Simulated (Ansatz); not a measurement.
Input of an Ansatz 0.2.0 run:

File input.yaml:

```yaml
crystal:
  lattice:
    - [0.0, 2.82891, 2.82891]
    - [2.82891, 0.0, 2.82891]
    - [2.82891, 2.82891, 0.0]
  atoms:
    - { symbol: Ge, position: [0.75, 0.75, 0.75] }
    - { symbol: Ge, position: [0.5, 0.5, 0.5] }
hamiltonian:
  xc: pbesol
  pseudopotentials: { kind: paw }
  dispersion: d3bj
kpoints:
  mp_grid: { grid: [8, 8, 8] }
scf:
  occupations: { method: fermi_dirac, width: 0.05 }
output:
  forces: true
  stress: true
relax:
  f_tol: 0.01
  max_steps: 40
  cell: { stress_tol: 0.05 }
```

Potentials or basis: Ansatz PAW.

The run is started by

```console
$ ansatz run input.yaml --threads 2 --pin off --max-ram 5632MiB --backend cpu --events-out ev --progress --plain --runs-dir out
```

Question: Estimate the space group after relaxing (to 0.05 Å).

Answer: Fd-3m (No. 227).

Question: What does it give for the relaxed cell?

Answer: a = 3.976 Å, b = 3.976 Å, c = 3.976 Å, α = 60.00°, β = 60.00°, γ = 60.00°.

Final structure:
```
Ge
1.0
     0.00000    2.81172    2.81172
     2.81172    0.00000    2.81172
     2.81172    2.81172    0.00000
Ge
2
Direct
  0.75000 0.75000 0.75000
  0.50000 0.50000 0.50000
```

Caveat: the PAW data sets come from PBE, with cores solved anew for the run's functional, which leaves a small shift of forces and pressure.

The cell as given is a measured one (22.64 Å³/atom); PBEsol+D3(BJ) puts the equilibrium volume -1.8 % from it, thermal expansion not counted.
